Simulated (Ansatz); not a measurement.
Below is a relaxed structure of Al. The cell was found from a structure generator's guess, not taken from experiment.

All numbers below come from DFT PBE, scalar-relativistic, plane waves, PAW in Ansatz. Cutoff 420 eV, Γ-centred mesh, Gaussian smearing, no spin polarisation.

```
Al
1.0
     0.00000    3.74179    3.74179
     3.74179    0.00000    3.74179
     3.74179    3.74179    0.00000
Al
6
Direct
  0.00000 0.00000 0.00000
  0.25000 0.25000 0.25000
  0.62500 0.62500 0.12500
  0.62500 0.12500 0.62500
  0.12500 0.62500 0.62500
  0.62500 0.62500 0.62500
```

Energies count from the standard state of Al at the same level.

(1) Find its symmetry and describe it.

(2) How far does it lie from the standard state of Al?

(3) Is it a metal?

Answers

(1) Fd-3m (No. 227). Conventional cell: a = 7.484 Å. Around Al on a site of symmetry -43m lie 16 Al at 3.10–3.24 Å; Al on a site of symmetry -3m is surrounded by 6 Al at 2.65 Å and 6 Al at 3.10 Å.

(2) +0.16 eV/atom. It lies above the standard state, so it could only be metastable.

(3) Yes, bands cross the Fermi level on the 10×10×10 mesh.

The last run used a 10×10×10 mesh for its 6-atom cell and Gaussian smearing of 0.10 eV. A structure relaxed within its symmetry needn't be a true minimum.
